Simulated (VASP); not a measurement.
Set up this calculation in VASP 6.6.1, as the native input.

```yaml
Task: single point
Functional: RPBE
Potentials_or_basis: VASP PAW PBE potentials, release 64 (Bi_d)
Cutoff: 520 eV
k_mesh: 10 × 10 × 10
Occupations: fermi-dirac, width 0.1 eV
Spin: no spin polarisation
Dipole_correction: no
Further_INCAR_settings: ALGO = Fast; EDIFF = 1e-07; NBANDS = 14
```

The structure of Bi lies in POSCAR:

```
Bi
1.0
    3.3087903349      0.0000000000      0.0000000000
    0.0000000000      3.3087903349      0.0000000000
    0.0000000000      0.0000000000      3.3087903349
Bi
1
Direct
    0.0000000000      0.0000000000      0.0000000000
```

The cell was built by a generator and needn't be a form met in nature.

These files were run (other wordings do the same):

INCAR

```
SYSTEM = Bi
PREC     = Accurate       ! precision mode
ENCUT    = 520            ! plane-wave cutoff, eV
EDIFF    = 1E-7           ! SCF threshold, eV
ISMEAR   = -1             ! smearing method
SIGMA    = 0.1            ! smearing width, eV
LREAL    = .False.        ! projectors in reciprocal space
LASPH    = .True.         ! aspherical terms in the spheres
NELM     = 80             ! most SCF steps
ALGO     = Fast           ! electronic algorithm
ISIF     = 2              ! what is computed and relaxed
LWAVE    = .False.        ! write WAVECAR
LCHARG   = .False.        ! write CHGCAR
GGA      = RP             ! functional
NBANDS   = 14             ! bands
```

KPOINTS

```
Automatic mesh
0
Gamma
  10 10 10
  0 0 0
```

Potentials or basis: VASP PAW PBE potentials, release 64 (Bi_d).

The run is started by

```bash
$ cat potpaw_PBE.64/Bi_d/POTCAR > POTCAR
$ mpirun -np 1 vasp_std > vasp.out
```

It gave:

```yaml
Pressure: -0.1 GPa
Band_gap_on_the_k_mesh: none (metal or under the smearing width)
```

Caveat: the PAW data sets were made with another functional, which shifts forces and pressure a little; spin-orbit coupling is left out, which moves the levels of the heavy elements.

Wall time 16 s on 1 thread of Intel(R) Xeon(R) 6975P-C (Granite Rapids), with other jobs on the host, peak memory 0.16 GiB.
